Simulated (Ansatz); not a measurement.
Runs of Ansatz 0.2.0 on Hf. The typed cell holds 1 atom: a = 2.880 Å, b = 3.093 Å, c = 3.172 Å, α = 104.64°, β = 108.16°, γ = 109.13°. This isn't the form of Hf at room conditions, which is hcp.

```tsv
level	cutoff (eV)	gap on the mesh (eV)	pressure (GPa)	relaxed volume (Å³/atom)
LDA	420	none	0.0	20.48
BLYP	420	none	0.0	(b)
PBEsol	420	none	0.0	21.56
RPBE	420	none	0.0	23.20
r2SCAN	500	none	0.0	(a)
revPBE	420	none	0.0	23.01
```

Alike in all rows: task relaxation of cell and atoms; potentials or basis Ansatz PAW; no spin polarisation; cell relaxed from: cell sheared at random, sigma 0.06, atoms nudged by 0.01 Å; k mesh 11 × 10 × 10; smearing fermi-dirac 0.05 eV.

Task: Fill in the values left out.

Result: (a) 22.44; (b) 23.12.

Caveats: the plane-wave basis is chosen anew once the cell has moved, so the energies of steps on either side of that aren't comparable; the PAW data sets come from PBE, with cores solved anew for the run's functional, which leaves a small shift of forces and pressure.

A k mesh can miss the band edges, and the runs leave out spin-orbit coupling on Hf.

A gap of «none» marks a metal or a gap under the smearing width.

Runs at the PBE level aren't shown here.
